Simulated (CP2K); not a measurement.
TaN:

```
Ta N
1.0
     3.39912    0.00000    0.00000
     0.00000    3.39912    0.00000
     0.00000    0.00000    4.97696
Ta N
2 2
Direct
  0.00000 0.00000 0.00000
  0.50000 0.50000 0.00000
  0.50000 0.00000 0.26700
  0.00000 0.50000 0.73300
```

The cell was built by a generator and needn't be a form met in nature.

Base run:

- Program: CP2K 2026.2
- Functional: BLYP
- Dispersion: D4
- Potentials or basis: GTH_POTENTIALS Ta GTH-PBE-q13, N GTH-BLYP-q5; TZVP-MOLOPT-PBE-GTH basis
- Density cutoff: 6123 eV
- k mesh: 8 × 8 × 6
- Occupations: fermi-dirac, width 0.05 eV
- Spin: no spin polarisation

Its results: band gap on the k mesh none (metal or under the smearing width); pressure 34.7 GPa; largest force 2.582 eV/Å.

**Question.** The run is repeated on the same cell with these changes: dispersion from D4 to D3. What comes out?

**Answer.** Band gap on the k mesh none (metal or under the smearing width); pressure 29.7 GPa; largest force 2.491 eV/Å.

Caveats: the potentials were made for another functional, which shifts forces and pressure; a pressure of tens of GPa on the cell as given is suspect, and the run, the potentials or the cell itself is likely at fault; the basis of atomic orbitals isn't converged, which shifts pressures, moduli and gaps; pairwise dispersion overbinds metals, which lowers pressure and volume.
